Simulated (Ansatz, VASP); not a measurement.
## Cr in VASP and in Ansatz

```
Cr
1.0
     2.30762    0.00000    0.00000
     0.00000    2.30762    0.00000
     0.00000    0.00000    2.30762
Cr
1
Direct
  0.00000 0.00000 0.00000
```

Alike in both runs: functional PBEsol; k mesh 24 × 24 × 24; occupations gaussian, width 0.1 eV; no spin polarisation.

Ansatz relaxed the structure, and its values are those at the end. VASP's run is a single point on that final structure, the one shown.

|  | VASP | Ansatz |
| --- | --- | --- |
| version | VASP 6.6.1 | Ansatz 0.2.0 |
| potentials or method | VASP PAW PBE potentials, release 64 (Cr_pv) | scalar-relativistic, plane waves, PAW |
| plane-wave cutoff (eV) | 520 | 420 |
| valence electrons in the cell | 12 | 14 |

|  | VASP | Ansatz | Ansatz less VASP |
| --- | --- | --- | --- |
| gap on the k mesh at the Fermi level (eV) | none | none | - |
| pressure (GPa) | -0.1 | 0.0 | +0.14 |

A gap of «none» marks a metal or a gap that the smearing closes. The two sets of potentials don't hold the same shells in valence.

Caveats: the PAW data sets were made with another functional, which shifts forces and pressure a little (VASP); the run has no spin polarisation, though such a crystal can be magnetic. Spin polarisation is off, so any magnetic state and its effect on volume and gap are missing.
